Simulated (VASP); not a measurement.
Given:

```yaml
crystal:
  lattice:
    - [4.21691, 0.00000, 0.00000]
    - [0.00000, 4.21691, 0.00000]
    - [0.00000, 0.00000, 4.21691]
  atoms:
    - { symbol: Ba, position: [0.00000, 0.00000, 0.00000] }
    - { symbol: Sn, position: [0.50000, 0.50000, 0.50000] }
    - { symbol: O, position: [0.50000, 0.00000, 0.50000] }
    - { symbol: O, position: [0.00000, 0.50000, 0.50000] }
    - { symbol: O, position: [0.50000, 0.50000, 0.00000] }
```

Calculation: SCAN meta-GGA, VASP's PBE PAW potentials (set 64) (plane waves; VASP 6.6.1). Numerical set-up: 520 eV cut-off, 6×6×6 Γ-centred mesh, Gaussian smearing of 0.050 eV, potentials Ba_sv Sn_d O.

Unless said otherwise, spin-orbit coupling is left out, though it shifts the bands of the heavy elements here.

### Question
Predict the energy per atom (σ→0), pressure, band gap (on the k-mesh) with the smallest direct gap where there is one.

### Answer

```json
{
  "band gap (on the k-mesh)": "0.67 eV",
  "smallest direct gap (on the k-mesh)": "1.19 eV",
  "energy per atom (σ→0)": "-21.230 eV/atom",
  "pressure": "-76.6 kbar"
}
```

The absolute energy has meaning only against runs of the same code, potentials and settings.

The compound is BaSnO3 in the cubic perovskite structure. This cell is one point of a volume scan, at 1.06 of the reference volume.
